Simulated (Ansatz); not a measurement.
**Stack of 2H-WS2 under Nb2COS MXene, upper layer turned by 180° in a perpendicular field**

Wanted: the out-of-plane response of the stack of 2H-WS2 under Nb2COS MXene, upper layer turned by 180°. A positive field points along +c.

Program: Ansatz 0.2.0. Level of theory: plane-wave DFT, PBE-D4, Ansatz PAW, in the first sound run; inputs show where later runs differ. Results are calculated unless marked as measured.

## 1. The structure

The cell holds 8 atoms: 3 S, 1 W, 2 Nb, 1 C and 1 O. Cell: a = 3.165 Å, b = 3.165 Å, c = 29.834 Å, α = 90.0°, β = 90.0°, γ = 120.0°. Regions: layer 1: 2H-WS2, 3 atoms (2 S and 1 W); layer 2: Nb2COS MXene, 5 atoms (1 S, 2 Nb, 1 C and 1 O). Vacuum lies along c.

## 2. Relaxing the slab

The starting cell is a guess, so the in-plane lattice and the atoms are relaxed first, with the slab cut off from its images along the normal. The program lengthens the vector along the normal by itself, so c and the volume that it reports differ from the typed ones.

Input file input.yaml:

```yaml
crystal:
  lattice:
    - [3.165288, 0.0, 0.0]
    - [-1.582644, 2.7412198183, 0.0]
    - [0.0, 0.0, 29.8343154911]
  atoms:
    - { symbol: S, position: [0.3333333333, 0.6666666667, 0.3016660464] }
    - { symbol: W, position: [0.0, 0.0, 0.3599147471] }
    - { symbol: S, position: [0.3333333333, 0.6666666667, 0.4181634479] }
    - { symbol: S, position: [0.0, 0.0, 0.5187187967] }
    - { symbol: Nb, position: [0.6666666667, 0.3333333333, 0.5774666694] }
    - { symbol: C, position: [0.3333333333, 0.6666666667, 0.619134572] }
    - { symbol: Nb, position: [0.0, 0.0, 0.6608024745] }
    - { symbol: O, position: [0.6666666667, 0.3333333333, 0.6983339536] }
  periodic: [true, true, false]
kpoints:
  mp_grid: { grid: [12, 12, 1] }
hamiltonian:
  xc: pbe
  dispersion: d4
scf:
  occupations: { method: fermi_dirac, width: 0.05 }
  convergence: { dr2_threshold: 1.0e-09 }
relax:
  f_tol: 0.004
  max_steps: 90
  cell: {}
output:
  write_potential: true
  write_density: true
  volumetric_format: npy
```

The run is started by

```bash
$ ansatz run input.yaml --threads 4 --pin off --max-ram 6144MiB --backend cpu --events-out ev --progress --plain --runs-dir out
```

Numbers of over 12 decimals in the logs are rounded to 6 here.

The log of the run:

```text
Warning: crystal.periodic: the lattice vector that does not repeat stood 0.000° off the slab's normal, 29.834 Å along it as the deck builds it. The run solves the slab on a vector along the normal, 47.469 Å long, with every atom where it was (on the deck's vector they left 18.00 Å outside them, and the widest stretch free of ions among them is 3.00 Å). A fractional position that the run reports is one of the run's ce [...]
Warning: relax.cell: scf.convergence.dr2_threshold = 1e-9 eV is looser than the 1.67807290277e-10 eV advised for a relaxation that steers and ends on the stress (1e-10 eV for each atom of the cell: 8, times the square of relax.cell.stress_2d_tol = 0.05 N/m over 21.8 Å (the atoms' height at the walk's start and 5 Å past either face), 2.290e-2 GPa, over a crystal's default 0.05). What an SCF threshold leaves in a stress goes as its square root, and in the free energy as the threshold itself, and one threshold admits the most on a small cell: [figures from the program's tests cut] Set scf.convergence.dr2_threshold to 1.67807290277e-10 eV or tighter. [rest of the remark cut]
crystal.periodic: the lattice vector that does not repeat stood 0.000° off the slab's normal, 29.834 Å along it as the deck builds it. The run solves the slab on a vector along the normal, 47.469 Å long, with every atom where it was (on the deck's vector they left 18.00 Å outside them, and the widest stretch free of ions among them is 3.00 Å). A fractional position that the run reports is one of the run's cell, which [...]
Engine: ansatz 0.2.0, aarch64-unknown-linux-gnu
Pseudopotentials: kind: paw
Pseudopotential: S, paw, valence charge 6, recommended cutoff 420 eV (normal), S.paw.azcp
Pseudopotential: W, paw, valence charge 14, recommended cutoff 420 eV (normal), W.paw.azcp
Pseudopotential: Nb, paw, valence charge 13, recommended cutoff 420 eV (normal), Nb.paw.azcp
Pseudopotential: C, paw, valence charge 4, recommended cutoff 420 eV (normal), C.paw.azcp
Pseudopotential: O, paw, valence charge 6, recommended cutoff 420 eV (normal), O.paw.azcp
Functional definition: PBE
  parameter kappa = 0.804
  parameter beta = 0.066725
  exchange = pbe_x(kappa = kappa, mu = beta*pi^2/3)
  correlation = pbe_c(beta = beta)
Crystal: 8 atoms, lattice volume = 411.873 Å³
Basis set: ecut = 420 eV, 7923 PW (Γ), exchange–correlation on 48×48×640 points (8 copies of the dense FFT grid, shifted against one another)
Bands: 42, of which v1, the nominal top of the filled ones, is band 34 counted from 1 (33 counted from 0)
Symmetry: 6 space group operations
Space group: P3m1 (ITA 156), of the structure as read, at distance tolerance 7.4e-5 Å
k-points: 19 of 144 (time reversal used)
Non-local potential: S, projectors of the file, l = 0: 2, l = 1: 2, l = 2: 2
Non-local potential: W, projectors of the file, l = 0: 3, l = 1: 2, l = 2: 2, l = 3: 1
Non-local potential: Nb, projectors of the file, l = 0: 3, l = 1: 2, l = 2: 2, l = 3: 1
Non-local potential: C, projectors of the file, l = 0: 2, l = 1: 2, l = 2: 1
Non-local potential: O, projectors of the file, l = 0: 2, l = 1: 2, l = 2: 1
PAW form: soft (Blöchl's): semilocal exchange-correlation on the pseudo side does not see the compensation charge
PAW one-centre angular grid: S, 110 points (default); XC on 64 Gauss nodes
PAW one-centre angular grid: W, 590 points (default); XC on 64 Gauss nodes
PAW one-centre angular grid: Nb, 590 points (default); XC on 64 Gauss nodes
PAW one-centre angular grid: C, 110 points (default); XC on 64 Gauss nodes
PAW one-centre angular grid: O, 110 points (default); XC on 64 Gauss nodes
Initial density: superposition of atomic densities (neutral atoms: chi_scale 0, normalization atom), corrected by the library's trained network
Initial wavefunctions: pseudopotential atomic-orbital guess
Functional: x = pbe(κ = 0.804, μ = 0.219515), c = pbe(β = 0.066725)
SCF iter   1: F=—  HF=-23022.185643 eV  |F-HF|=—  |Δ(HF+E_count)|=         —  Δρ=3.44e-3  dr2=2.57e-1  ethr=1.77e-3  ⟨swp⟩=12.7  Hψ=5437  notcnv=0  defer=2
preconditioner: auto → LDOS  [metal: Δε(μ)=0.046 eV  Ē_g=7.958 eV  σ=0.050 eV  W_gap=0.22  n_scr=30 (ndim 8)  ℏωp=12.1 eV  f_vac=0.684  D(μ)=2.01/eV (n_scr^D=14)  β→1.0]
SCF iter   2: F=—  HF=-23022.835898 eV  |F-HF|=—  |Δ(HF+E_count)|=   6.50e-1  Δρ=1.37e-2  dr2=4.62e1  ethr=3.78e-4  ⟨swp⟩=5.6  Hψ=2297  notcnv=0  defer=27  recentre
SCF iter   3: F=—  HF=-23022.185284 eV  |F-HF|=—  |Δ(HF+E_count)|=   6.51e-1  Δρ=2.65e-3  dr2=1.61e-1  ethr=3.78e-4  ⟨swp⟩=4.9  Hψ=1923  notcnv=0  defer=22
SCF iter   4: F=—  HF=-23022.184076 eV  |F-HF|=—  |Δ(HF+E_count)|=   1.21e-3  Δρ=2.19e-3  dr2=1.17e-1  ethr=2.37e-4  ⟨swp⟩=1.9  Hψ=1123  notcnv=0  defer=21
SCF iter   5: F=—  HF=-23022.180109 eV  |F-HF|=—  |Δ(HF+E_count)|=   3.97e-3  Δρ=9.55e-4  dr2=2.24e-2  ethr=1.72e-4  ⟨swp⟩=2.9  Hψ=1172  notcnv=0  defer=21
SCF iter   6: F=—  HF=-23022.179264 eV  |F-HF|=—  |Δ(HF+E_count)|=   8.45e-4  Δρ=3.93e-4  dr2=9.94e-3  ethr=3.29e-5  ⟨swp⟩=2.8  Hψ=1235  notcnv=0  defer=21
SCF iter   7: F=—  HF=-23022.178928 eV  |F-HF|=—  |Δ(HF+E_count)|=   3.36e-4  Δρ=1.96e-4  dr2=6.44e-3  ethr=1.46e-5  ⟨swp⟩=1.9  Hψ=950  notcnv=0  defer=21
SCF iter   8: F=—  HF=-23022.178691 eV  |F-HF|=—  |Δ(HF+E_count)|=   2.37e-4  Δρ=1.54e-4  dr2=3.38e-3  ethr=9.47e-6  ⟨swp⟩=2.1  Hψ=1066  notcnv=0  defer=22
SCF iter   9: F=—  HF=-23022.178476 eV  |F-HF|=—  |Δ(HF+E_count)|=   2.15e-4  Δρ=1.02e-4  dr2=1.59e-3  ethr=4.97e-6  ⟨swp⟩=2.2  Hψ=1094  notcnv=0  defer=21
SCF iter  10: F=—  HF=-23022.178312 eV  |F-HF|=—  |Δ(HF+E_count)|=   1.65e-4  Δρ=1.07e-4  dr2=9.43e-5  ethr=2.34e-6  ⟨swp⟩=2.6  Hψ=1152  notcnv=0  defer=21
SCF iter  11: F=—  HF=-23022.178360 eV  |F-HF|=—  |Δ(HF+E_count)|=   4.81e-5  Δρ=9.22e-5  dr2=1.64e-4  ethr=1.39e-7  ⟨swp⟩=3.5  Hψ=1694  notcnv=0  defer=21
SCF iter  12: F=—  HF=-23022.178350 eV  |F-HF|=—  |Δ(HF+E_count)|=   9.82e-6  Δρ=3.10e-5  dr2=1.44e-5  ethr=1.39e-7  ⟨swp⟩=2.8  Hψ=1287  notcnv=0  defer=21
SCF iter  13: F=—  HF=-23022.178342 eV  |F-HF|=—  |Δ(HF+E_count)|=   8.02e-6  Δρ=5.21e-6  dr2=3.20e-7  ethr=2.12e-8  ⟨swp⟩=3.1  Hψ=1649  notcnv=0  defer=21
SCF iter  14: F=—  HF=-23022.178233 eV  |F-HF|=—  |Δ(HF+E_count)|=   1.09e-4  Δρ=3.32e-6  dr2=2.52e-7  ethr=4.70e-10  ⟨swp⟩=3.8  Hψ=1829  notcnv=0  defer=21
SCF iter  15: F=—  HF=-23022.178233 eV  |F-HF|=—  |Δ(HF+E_count)|=   3.01e-8  Δρ=1.72e-6  dr2=8.17e-8  ethr=3.70e-10  ⟨swp⟩=2.6  Hψ=1214  notcnv=0  defer=21
SCF iter  16: F=—  HF=-23022.178233 eV  |F-HF|=—  |Δ(HF+E_count)|=   2.68e-8  Δρ=6.73e-7  dr2=1.19e-8  ethr=1.20e-10  ⟨swp⟩=2.7  Hψ=1157  notcnv=0  defer=21
[...]
SCF iter  13: F=-23022.735327 eV  HF=-23022.735327 eV  |F-HF|=1.66e-8  |Δ(HF+E_count)|=   1.51e-8  Δρ=2.97e-7  dr2=3.53e-10  ethr=1.47e-12  ⟨swp⟩=12.5  Hψ=8108  notcnv=0
SCF 3 converged in 13 iterations: F = -23022.735327 eV  dr2 = 3.53e-10
relax step   3: F+E_penalty+E_count = -23022.73532748 eV  Δ(F+E_penalty+E_count) = -3.095e-2 eV  max|allowed force component| = 3.494e-1 eV/Å  Δτ_max = 0.1934 Å  P = -1.042 N/m  Ω = 415.697 Å³  energy of the carried Pulay correction = -1.101e-3 eV  fix = [c, alpha, beta]  reactions: c -0.000 N/m  (13 SCF iters, accepted)
[...]
relax step   4: F+E_penalty+E_count = -23022.73732122 eV  Δ(F+E_penalty+E_count) = -1.994e-3 eV  max|allowed force component| = 1.747e-1 eV/Å  Δτ_max = 0.1613 Å  P = +0.680 N/m  Ω = 412.509 Å³  energy of the carried Pulay correction = -1.838e-4 eV  fix = [c, alpha, beta]  reactions: c +0.000 N/m  (14 SCF iters, accepted)
[...]
relax step   5: F+E_penalty+E_count = -23022.74544060 eV  Δ(F+E_penalty+E_count) = -8.119e-3 eV  max|allowed force component| = 5.043e-2 eV/Å  Δτ_max = 0.0759 Å  P = -0.138 N/m  Ω = 414.437 Å³  energy of the carried Pulay correction = -7.396e-4 eV  fix = [c, alpha, beta]  reactions: c -0.000 N/m  (13 SCF iters, accepted)
[...]
relax step   6: F+E_penalty+E_count = -23022.74596953 eV  Δ(F+E_penalty+E_count) = -5.289e-4 eV  max|allowed force component| = 5.154e-3 eV/Å  Δτ_max = 0.0183 Å  P = +0.046 N/m  Ω = 413.961 Å³  energy of the carried Pulay correction = -6.027e-4 eV  fix = [c, alpha, beta]  reactions: c +0.000 N/m  (11 SCF iters, accepted)
[...]
relax step   7: F+E_penalty+E_count = -23022.74598020 eV  Δ(F+E_penalty+E_count) = -1.066e-5 eV  max|allowed force component| = 6.051e-4 eV/Å  Δτ_max = 0.0043 Å  P = +0.001 N/m  Ω = 414.001 Å³  energy of the carried Pulay correction = -6.140e-4 eV  fix = [c, alpha, beta]  reactions: c +0.000 N/m  (10 SCF iters, accepted)
Initial wavefunctions: pseudopotential atomic-orbital guess (no wavefunctions were taken with the density)
iter 1 solved again at ethr=1.53e-7 eV; its pass at ethr=3.10e-3 eV (dr2=1.04e-4 eV) is discarded
SCF iter   1: F=—  HF=-23022.746411 eV  |F-HF|=—  |Δ(HF+E_count)|=         —  Δρ=2.88e-5  dr2=1.69e-7  ethr=1.53e-7  ⟨swp⟩=6.8  Hψ=9860  notcnv=0
preconditioner: auto → LDOS  [metal: Δε(μ)=0.030 eV  Ē_g=8.298 eV  σ=0.050 eV  W_gap=0.15  n_scr=30 (ndim 8)  ℏωp=12.1 eV  f_vac=0.698  D(μ)=2.39/eV (n_scr^D=14)  β→1.0]
SCF iter   2: F=—  HF=-23022.746637 eV  |F-HF|=—  |Δ(HF+E_count)|=   2.26e-4  Δρ=5.13e-6  dr2=8.96e-8  ethr=2.49e-10  ⟨swp⟩=5.6  Hψ=2925  notcnv=0
SCF iter   3: F=—  HF=-23022.746635 eV  |F-HF|=—  |Δ(HF+E_count)|=   2.37e-6  Δρ=1.89e-6  dr2=1.55e-7  ethr=1.32e-10  ⟨swp⟩=3.3  Hψ=1595  notcnv=0
SCF iter   4: F=—  HF=-23022.746636 eV  |F-HF|=—  |Δ(HF+E_count)|=   1.17e-6  Δρ=1.46e-6  dr2=8.16e-8  ethr=1.32e-10  ⟨swp⟩=2.5  Hψ=1174  notcnv=0
SCF iter   5: F=—  HF=-23022.746637 eV  |F-HF|=—  |Δ(HF+E_count)|=   7.22e-7  Δρ=7.48e-7  dr2=2.39e-8  ethr=1.20e-10  ⟨swp⟩=2.2  Hψ=962  notcnv=0
SCF iter   6: F=—  HF=-23022.746637 eV  |F-HF|=—  |Δ(HF+E_count)|=   3.53e-7  Δρ=2.51e-7  dr2=2.20e-9  ethr=3.51e-11  ⟨swp⟩=2.6  Hψ=1083  notcnv=0
SCF iter   7: F=-23022.746637 eV  HF=-23022.746637 eV  |F-HF|=7.95e-9  |Δ(HF+E_count)|=   1.15e-7  Δρ=1.04e-7  dr2=5.31e-11  ethr=1.47e-12  ⟨swp⟩=17.5  Hψ=7826  notcnv=0
SCF 8 converged in 7 iterations: F = -23022.746637 eV  dr2 = 5.31e-11
relax step   8: F+E_penalty+E_count = -23022.74663732 eV  Δ(F+E_penalty+E_count) = -6.571e-4 eV  max|allowed force component| = 6.055e-4 eV/Å  Δτ_max = 0.0000 Å  P = +0.015 N/m  Ω = 414.001 Å³  fix = [c, alpha, beta]  reactions: c +0.000 N/m  stress off target by 1.54e-2 N/m on what of the cell is left free  SCF on the basis re-selected at this cell (its energy is not comparable with the rows above)  (7 SCF iters)
basis re-selected at this cell: Δ(F+E_penalty+E_count) = -6.571e-4 eV, ΔP = +0.014 N/m vs the last step (what re-selecting the basis moved, of the pressure what is left beyond the Pulay correction that the steps carried, after the strain that the cell walked since its last selection, with what the two solves' SCF thresholds leave and, on support functions, any second-order correction that the steps lacked; it is no m [...]
WARN: The output density's exchange-correlation potential varies sharply where the density is thin. Do not read a vacuum level from v_tot or v_xc, or from such a field of the output density. On a cell that repeats whose density bears no net charge and no dipole along the vacuum's axis use v_es (v_loc + v_h of the components); under efield.dipole_correction with no amplitude use v_es + v_field, which holds any externa [...]
SCF converged after 7 iterations
Free energy (F): -23022.746637 eV
Harris-Foulkes:  -23022.746637 eV  (|F-HF|=7.95e-9)
Internal energy: -23022.728764 eV  (E = F + TS)
E sigma→0 (E₀):  -23022.737701 eV
Entropy (-TS):   -0.017873 eV (-2.234 meV/atom)
Fermi energy:    -5.380123 eV
--- Per-component energies (eV) ---
  E_band       = -1627.199142
  E_kinetic    = 1828.452960
  E_local      = -361244.757358  (includes V_loc(G=0)·N_el)
  E_nonlocal   = 394.865257
  E_hartree    = 179437.069652
  E_xc         = -1034.906397
  E_vxc        = -1085.719439  (∫ρ·V_xc dr)
  E_paw        = -16765.032522  (= ΣΔE_a)
  E_vpaw       = -394.182215  (= ΣTr[D̂ρ^β])
  E_aug_tail   = 0.002391  (compensation charges beyond the density's cutoff)
  E_ewald      = 174364.143836
  E_disp       = -2.566584  (pairwise vdW)
  E_smearing   = -0.017873  (= −TS)
  E_closure    = -0.000000  (closes the sum)
  Σ components = -23022.746637   (vs F -23022.746637, Δ=0.00e0)
--- Forces (eV/Å), atoms counted from 1 ---
  atom   1  S      0.00000000     0.00000000    -0.00028519
  atom   2  W      0.00000000    -0.00000000    -0.00060575
  atom   3  S      0.00000000     0.00000000    -0.00039395
  atom   4  S      0.00000000     0.00000000     0.00012367
  atom   5  Nb     0.00000000    -0.00000000     0.00043854
  atom   6  C     -0.00000000     0.00000000     0.00020173
  atom   7  Nb     0.00000000    -0.00000000     0.00021302
  atom   8  O      0.00000000    -0.00000000     0.00030623
  max |Σ_I F_I| component: 1.70e-6 eV/Å
--- 2D stress c σ (N/m, compression-positive) ---
        0.015392       0.000000       0.000000
        0.000000       0.015392       0.000000
        0.000000       0.000000       0.000000
  P = ½ c Tr σ = 0.0154 N/m
--- Band table (eV; the first three rows and the last of 19) ---
  k-point 0: bands = [... 30 lower, -6.1569, -6.1569, -5.8801, -5.8552, -5.8552, -5.3505, -4.1204, -4.1204, ... 4 higher]
  k-point 1: bands = [... 30 lower, -6.8311, -6.6245, -6.0392, -5.7659, -5.3805, -5.0213, -4.0890, -4.0005, ... 4 higher]
  k-point 2: bands = [... 30 lower, -7.0363, -6.9839, -6.4364, -6.1623, -5.0175, -4.5372, -4.0420, -3.5335, ... 4 higher]
  k-point 18: bands = [... 30 lower, -8.6311, -8.3254, -5.9235, -4.8711, -4.6606, -4.0702, -3.9832, -3.3518, ... 4 higher]
  the weakly bound empty levels are not read free of the cell's end (no_gap_told)
--- Relaxed structure (7 steps of the walk, 7 accepted, 1 SCFs on fresh bases) ---
  F+E_penalty+E_count = -23022.74663732 eV   max|allowed force component| = 6.055e-4 eV/Å   (the final SCF, on the basis selected at the relaxed cell)
  cell:  # Å, volume = 414.0007 Å³
    - [3.173452, 0.0, 0]
    - [-1.586726, 2.748290, 0]
    - [0, 0, 47.468631]
  atoms:
    - { symbol: S, position: [0.333333, 0.666667, 0.198176] }
    - { symbol: W, position: [9.251858538812236e-18, -4.3946328058348365e-17, 0.231259] }
    - { symbol: S, position: [0.333333, 0.666667, 0.264269] }
    - { symbol: S, position: [9.25185853881222e-18, -4.3946328058348396e-17, 0.325116] }
    - { symbol: Nb, position: [0.666667, 0.333333, 0.360093] }
    - { symbol: C, position: [0.333333, 0.666667, 0.386048] }
    - { symbol: Nb, position: [9.251858538812217e-18, -4.39463280583484e-17, 0.411979] }
    - { symbol: O, position: [0.666667, 0.333333, 0.434001] }
```

Wall time 1.8 min (4 threads of Arm Neoverse V1, shared host); peak memory 0.94 GiB.

Step by step:

```csv
step,energy less that of the first step (eV),largest force component (eV/Å),volume (Å³)
1,0.0000,2.6338,411.87
2,-0.5261,0.6225,411.51
3,-0.5571,0.3494,415.70
4,-0.5591,0.1747,412.51
5,-0.5672,0.0504,414.44
6,-0.5677,0.0052,413.96
7,-0.5677,0.0006,414.00
8*,-0.5684,0.0006,414.00
```

Relaxation steps marked * repeat the geometry before them on a plane-wave basis chosen anew for their cell, so energy and pressure can jump there.

The run keeps the 6 symmetry operations that it works with, so distortions that break them were not tested.

```
cell as run  before  after  change
      a (Å)   3.165  3.173  +0.3 %
      b (Å)   3.165  3.173  +0.3 %
```

The atoms that moved most (Å, along periodic axes as changes of fractional coordinates times the final cell, across vacuum about the mean position):

| atom | dx | dy | dz | length |
| --- | --- | --- | --- | --- |
| S1 | 0.000 | 0.000 | 0.407 | 0.407 |
| W2 | 0.000 | 0.000 | 0.240 | 0.240 |
| O8 | 0.000 | 0.000 | -0.233 | 0.233 |
| Nb7 | 0.000 | 0.000 | -0.159 | 0.159 |
| C6 | 0.000 | 0.000 | -0.146 | 0.146 |
| Nb5 | 0.000 | 0.000 | -0.135 | 0.135 |
| S3 | 0.000 | 0.000 | 0.069 | 0.069 |
| S4 | 0.000 | 0.000 | -0.043 | 0.043 |

This step gave:

```yaml
energy_at_zero_smearing: -23022.7377 eV
```

The lattice constant a goes from 3.165 to 3.173 Å.

[end of part 1 of 3]

[Logs are printed without paths, hosts, clocks, repeated set-up lines and the standing remarks that a program may print on its own settings, such as how far it seeks lower states.]

[Hosts, paths, dates, database ids (printed as entryN), source tags and the programs' standing remarks are cut or masked in the printed files.]

[Maps of the electrostatic potential energy from Ansatz leave out the sawtooth potential of an applied field or a dipole correction, so their vacuum need not be flat; planar profiles and work functions include it.]
